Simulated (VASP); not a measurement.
Input of a VASP 6.6.1 run:

Contents of INCAR:

```
SYSTEM = Y
ALGO = Fast
EDIFF = 1E-6
ENCUT = 520
GGA = PE
ISIF = 2
ISMEAR = 0
LASPH = .TRUE.
LCHARG = .FALSE.
LREAL = .FALSE.
LWAVE = .FALSE.
NBANDS = 30
NELM = 60
PREC = Accurate
SIGMA = 0.1
```

Contents of KPOINTS:

```
k-points
0
G
  4 4 4
  0 0 0
```

POSCAR

```
Y
1.0
    1.8580511704     -6.2468108750      0.0000000000
    1.8580511704      6.2468108750      0.0000000000
    0.0000000000      0.0000000000      5.7939482730
Y
4
Direct
    0.1378707755      0.8621292245      1.0000093859
    0.6378707755      0.3621292245      0.4999906141
    0.8621292245      0.1378707755     -0.0000093859
    0.3621292245      0.6378707755      0.5000093859
```

Potentials or basis: VASP PAW PBE potentials, release 64 (Y_sv).

Run with:

```console
$ cat potpaw_PBE.64/Y_sv/POTCAR > POTCAR
$ mpirun -np 1 vasp_std > vasp.out
```

Problem. Predict the band gap on the k mesh.

Solution. None (metal or under the smearing width).

Problem. Estimate the largest force.

Solution. 0.024 eV/Å.

Problem. Estimate the pressure.

Solution. -0.1 GPa.

Stress tensor (GPa, compression positive):
```
-0.29  0.00  0.00
 0.00 -0.14  0.00
 0.00  0.00  0.07
```

Caveat: the k mesh is coarse (spacing up to 0.44 Å⁻¹), so the values aren't converged.
